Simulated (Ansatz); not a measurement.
Method: DFT PBE, scalar-relativistic, plane waves, PAW in Ansatz 0.2.0. All cells share a 420 eV cutoff and Γ-centred k meshes spaced at most about 0.3 Å⁻¹ (2π included). No spin polarisation in the final relaxations.

These are static total energies at zero pressure.

Two relaxed structures of LiCl:

A.

```cif
data_structure
_symmetry_space_group_name_H-M 'P6_3mc'
_symmetry_Int_Tables_number 186
_cell_length_a 3.9062
_cell_length_b 3.9062
_cell_length_c 19.0282
_cell_angle_alpha 90.000
_cell_angle_beta 90.000
_cell_angle_gamma 120.000
_cell_volume 251.44
loop_
_atom_site_label
_atom_site_type_symbol
_atom_site_symmetry_multiplicity
_atom_site_Wyckoff_symbol
_atom_site_fract_x
_atom_site_fract_y
_atom_site_fract_z
_atom_site_occupancy
Li1 Li 2 a 0.00000 0.00000 0.18757 1
Li2 Li 2 b 0.33333 0.66667 0.52058 1
Li3 Li 2 b 0.33333 0.66667 0.85352 1
Cl1 Cl 2 a 0.00000 0.00000 0.31282 1
Cl2 Cl 2 b 0.33333 0.66667 0.97926 1
Cl3 Cl 2 b 0.33333 0.66667 0.64626 1
```

B.

```cif
data_structure
_symmetry_space_group_name_H-M 'P3m1'
_symmetry_Int_Tables_number 156
_cell_length_a 3.9078
_cell_length_b 3.9078
_cell_length_c 15.8453
_cell_angle_alpha 90.000
_cell_angle_beta 90.000
_cell_angle_gamma 120.000
_cell_volume 209.56
loop_
_atom_site_label
_atom_site_type_symbol
_atom_site_symmetry_multiplicity
_atom_site_Wyckoff_symbol
_atom_site_fract_x
_atom_site_fract_y
_atom_site_fract_z
_atom_site_occupancy
Li1 Li 1 b 0.33333 0.66667 0.12486 1
Li2 Li 1 b 0.33333 0.66667 0.52455 1
Li3 Li 1 c 0.66667 0.33333 0.72384 1
Li4 Li 1 a 0.00000 0.00000 0.92440 1
Li5 Li 1 c 0.66667 0.33333 0.32533 1
Cl1 Cl 1 b 0.33333 0.66667 0.67509 1
Cl2 Cl 1 a 0.00000 0.00000 0.07538 1
Cl3 Cl 1 c 0.66667 0.33333 0.87490 1
Cl4 Cl 1 b 0.33333 0.66667 0.27585 1
Cl5 Cl 1 c 0.66667 0.33333 0.47581 1
```

**Question.** Which would you expect to be lower, and how large is the difference?

**Answer.** They are level within the accuracy (under 1 meV/atom apart). A has space group P6_3mc (No. 186), 21.0 Å³/atom and a gap of 5.95 eV on its mesh; B has space group P3m1 (No. 156), 21.0 Å³/atom and a gap of 5.95 eV. In A, Li on its first site is surrounded by 4 Cl at 2.38–2.39 Å; Li on its second site is surrounded by 4 Cl at 2.39 Å; Cl on its first site has 4 Li at 2.38 Å; 3 more sites not described. In B, Li on its first site is surrounded by 4 Cl at 2.39 Å; around Li on its second site lie 4 Cl at 2.38–2.39 Å; Cl on its first site has 4 Li at 2.38–2.39 Å; 7 more sites not described. Both come from invented guesses. The part of the Crystallography Open Database at hand lists LiCl in space group No. 225, which no cell shown has.

Kohn–Sham gaps at this level usually fall short of measured ones.
